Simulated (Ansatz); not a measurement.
# Te: the order of phases at one pressure

Aim: bring Te in several structures (bcc, hcp, A7, diamond, beta tin) to one pressure and rank them by enthalpy. The pressure is set by scaling the first phase. The runs shown use PAW.

Computed with Ansatz 0.2.0 (DFT, LDA, PAW with Ansatz's default frozen-core files, scalar-relativistic, unless a step's input says otherwise).

## 1. The system as given

Symmetry: Im-3m, No. 229, cubic system. Conventional cell: a = 3.871 Å, b = 3.871 Å, c = 3.871 Å, α = 90.00°, β = 90.00°, γ = 90.00°. Te (site symmetry m-3m) is surrounded by 8 Te at 3.35 Å.

As a file:

```
CELL_PARAMETERS angstrom
-1.93544 1.93544 1.93544
1.93544 -1.93544 1.93544
1.93544 1.93544 -1.93544
ATOMIC_POSITIONS crystal
Te 0.00000 0.00000 0.00000
```

## 2. Cell relaxed at zero pressure, PAW

Contents of input.yaml:

```yaml
crystal:
  lattice:
    - [-1.9354383203, 1.9354383203, 1.9354383203]
    - [1.9354383203, -1.9354383203, 1.9354383203]
    - [1.9354383203, 1.9354383203, -1.9354383203]
  atoms:
    - { symbol: Te, position: [0.0, 0.0, 0.0] }
kpoints:
  mp_grid: { grid: [19, 19, 19] }
scf:
  occupations: { method: fermi_dirac, width: 0.05 }
hamiltonian:
  xc: lda
  pseudopotentials: { kind: paw }
output:
  forces: true
  stress: true
  write_density: true
  write_potential: true
  elf: true
  volumetric_format: npy
relax:
  f_tol: 0.005
  max_steps: 40
  cell: {}
```

Started as:

```sh
$ ansatz run input.yaml --threads 1 --pin off --max-ram 3584MiB --backend cpu --events-out ev --progress --plain --runs-dir out
```

After this run come: Volume scaled by 0.411, to set the pressure, PAW; Bcc relaxed under pressure, PAW; Hcp relaxed under pressure, PAW; A7 relaxed under pressure, PAW; Diamond relaxed under pressure, PAW; Beta tin relaxed under pressure, PAW.

**Question.** What will these runs give? Wanted: pressure; lowest.

The runs gave:

| quantity | value |
| --- | --- |
| pressure | 450 GPa |
| lowest (PAW) | A7, 154.2 meV/atom under hcp |

In words: By PAW the order is A7 < hcp < bcc < beta tin < diamond. Only these structures were tried, with electrons smeared by 0.05 eV and without vibrations, so the true ground state may be another. The k meshes differ between phases and weren't tested, which can move differences by some meV. Spin-orbit coupling is left out, though the cell holds Te; in elements this heavy it can shift bands and gaps by tenths of an eV.
